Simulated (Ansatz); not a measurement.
## Response to strain in Be2C

The reference is Be2C (space group Fm-3m, No. 225).

```xyz
3
Lattice="0.0000 2.1550 2.1550 2.1550 0.0000 2.1550 2.1550 2.1550 0.0000" Properties=species:S:1:pos:R:3 pbc="T T T"
Be     3.2325     3.2325     3.2325
Be     1.0775     1.0775     1.0775
C      0.0000     0.0000     0.0000
```

Cartesian axes are those of the cell as printed.

Strains are applied to the cell and any free atomic positions relax; under biaxial strain the out-of-plane vector relaxes too.

Computed with Ansatz (a program for electronic structure), PBEsol, PAW, cutoff 420 eV, no spin-orbit coupling, earlier PAW set.

| biaxial strain, plane normal [110], relaxed out of plane (%) | band gap (eV) |
|---|---|
| 0 | 1.08 |
| 2.03 | ? |
| 2.77 | 0.89 |
| 4.26 | 0.80 |

Q: Fit E_g = E₀ + Dε (ε in %) to the rows shown and predict the withheld row.

A: Least squares on the printed values gives E₀ = 1.08 eV, D = -66.1 meV per % of strain (largest residual 0.01 eV); this predicts 0.94 eV, and the run gives 0.93 eV, in agreement.

A biaxial case was relaxed in a doubled cell and then solved in the primitive one. Semilocal Kohn–Sham gaps tend to fall short of experiment. Stability against distortions was not tested.
